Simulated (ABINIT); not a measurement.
# A GW run on AlN (F-43m) in ABINIT, with inputs changed

What do changed inputs do to GW on AlN (F-43m)?

Main program and level: ABINIT 10.8.3; PBE and many-body steps on it, plane waves.

This is a report of a sequence of runs, with most program output left out.

### 1. Starting point

The structure is cubic, space group F-43m (No. 216). The conventional cell has a = 4.368 Å, b = 4.368 Å, c = 4.368 Å, α = 90.00°, β = 90.00°, γ = 90.00°. Nearest to Al lie 4 N at 1.89 Å. Nearest to N lie 4 Al at 1.89 Å. Farther neighbours and most contacts between anions are not listed.

The cell and positions are those that the Materials Project relaxed with its own functionals (PBE, PBE+U or r2SCAN), kept fixed. This is not the form that AlN usually takes at ambient conditions.

### 2. Screening, 6×6×6 mesh, 90 bands, screening to 228.6 eV

This step: ABINIT 10.8.3; RPA screening on PBE, plane waves, norm-conserving pseudopotentials.

The RPA dielectric matrix is built and inverted for each q.

File run.abi:

```
acell 3*1.0 Angstrom
rprim 
  -0.000000000000 2.183993559600 2.183993559600
  2.183993559600 -0.000000000000 2.183993559600
  2.183993559600 2.183993559600 -0.000000000000
ntypat 2
znucl 13 7
natom 2
typat 1 2
xred 
  0.000000000000 0.000000000000 0.000000000000
  0.750000000000 0.750000000000 0.750000000000
pp_dirpath "pseudos"
pseudos "Al.upf, N.upf"
ecut 36
ngkpt 6 6 6
nshiftk 1
shiftk 0 0 0
kptopt 1
chksymbreak 0
istwfk *1
occopt 1
irdwfk 1
optdriver 3
nband 90
ecuteps 8.4
inclvkb 2
awtr 1
symchi 1
indata_prefix "in"
outdata_prefix "out"
tmpdata_prefix "tmp"
```

The run is started by

```
> OMP_NUM_THREADS=1 mpirun -n 4 abinit run.abi > log
```

The job ended after 39 s (4 MPI ranks of Arm Neoverse V1, shared host; peak memory 0.7 GiB; 2.6 min of CPU time).

This step gave:

- ε∞ with local fields, on this mesh, along the program's q direction: 4.348
- the same without local fields: 4.791
- plasma frequency: 23.01 eV
- plane waves in the screening matrix: 169

Local fields lower ε∞ by 9 %.

### 3. Base

The self-energy is evaluated for the states that the input lists, and the levels follow from it, in one-shot runs by the linearised quasiparticle equation.

This step: G0W0 on PBE, plane waves, norm-conserving pseudopotentials.

run.abi, as its differences from that of step 2:

```diff
@@ -23,8 +23,17 @@
 irdwfk 1
-optdriver 3
+optdriver 4
 nband 90
+gwcalctyp 0
+ecutsigx 36
+symsigma 1
+nkptgw 2
+kptgw 
+  0.0000000000 0.0000000000 0.0000000000
+  0.5000000000 0.5000000000 0.0000000000
+bdgw 
+  2 8
+  3 6
 ecuteps 8.4
-inclvkb 2
-awtr 1
-symchi 1
+irdscr 1
+ppmodel 1
 indata_prefix "in"
```

Run time: 10 s. Hardware: 4 MPI ranks; peak memory 0.74 GiB; 41 s of CPU time.

This step gave:

* G0W0 gap on the points computed: 4.504 eV
* starting gap on the mesh: 3.325 eV
* k of the valence top: 0, 0, 0
* k of the conduction bottom: 0.5, 0.5, 0
* Z at the valence top: 0.786
* Z at the conduction bottom: 0.836
* least direct G0W0 gap on the computed points: 5.578 eV

The gap on the mesh goes from 3.32 eV to 4.50 eV, a correction of +1.18 eV.

### 4. Coulomb singularity

run.abi, as its differences from that of step 3:

```diff
@@ -38,2 +38,3 @@
 ppmodel 1
+gw_icutcoul 3
 indata_prefix "in"
```

Elapsed: 10 s, on 4 MPI ranks; peak memory 0.74 GiB.

Numbers from this step:

```
G0W0 gap on the points computed              : 4.443 eV
starting gap on the mesh                     : 3.325 eV
k of the valence top                         : 0, 0, 0
k of the conduction bottom                   : 0.5, 0.5, 0
Z at the valence top                         : 0.79
Z at the conduction bottom                   : 0.841
least direct G0W0 gap on the computed points : 5.516 eV
```

Against G0W0 in ABINIT (6×6×6 mesh, 90 bands, screening to 228.6 eV, Godby-Needs plasmon pole), the gap moves by −0.061 eV.

### 5. Side by side

Times are wall times on 4 MPI ranks of Arm Neoverse V1, shared host, good to a factor of about two. A run's time includes the screening step that it read.

```csv
run,mesh,bands,screening cutoff (eV),DFT gap (eV),gap on the mesh (eV),direct (eV),ε∞ used,time
base,6×6×6,90,228.6,3.325,4.504,5.578,4.35,49 s
Coulomb singularity,6×6×6,90,228.6,3.325,4.443,5.516,4.35,49 s
```

### 6. Outcome

* base: 4.504 eV
* Coulomb singularity: 4.443 eV
* known limits: not at the basis limit

What this shows: Coulomb singularity: −0.061 eV against base (keys changed: gw_icutcoul). Bands and cutoff are finite, so the gap is not at the basis limit. The miss can reach some tenths of an eV and take either sign; the mesh is an error of its own. In the G0W0 runs levels were corrected at 2 k points alone, so a gap called «on the mesh» is the least over those, and an edge elsewhere would be missed.

[Paths, hosts, dates, memory and timing lines, banners, echoed tables and standing remarks are left out of the program output.]

[Logs are printed without paths, hosts, clocks, repeated set-up lines and the standing remarks that a program may print on its own settings, such as how far it seeks lower states.]

[Runs of the session that timed out or met a known fault of the program may be left out.]

[Hosts, paths, dates, database ids (printed as entryN), source tags and the programs' standing remarks are cut or masked in the printed files.]

[G0W0 gaps are taken among the corrected bands and points alone; a level outside them can change the order at an edge.]

[Where Ansatz stands beside ABINIT at settings called matched, ABINIT's density can come from a denser mesh and the files from another edition; pairs whose starting gaps differed by over 0.03 eV were left out, so agreement reads better than it is.]
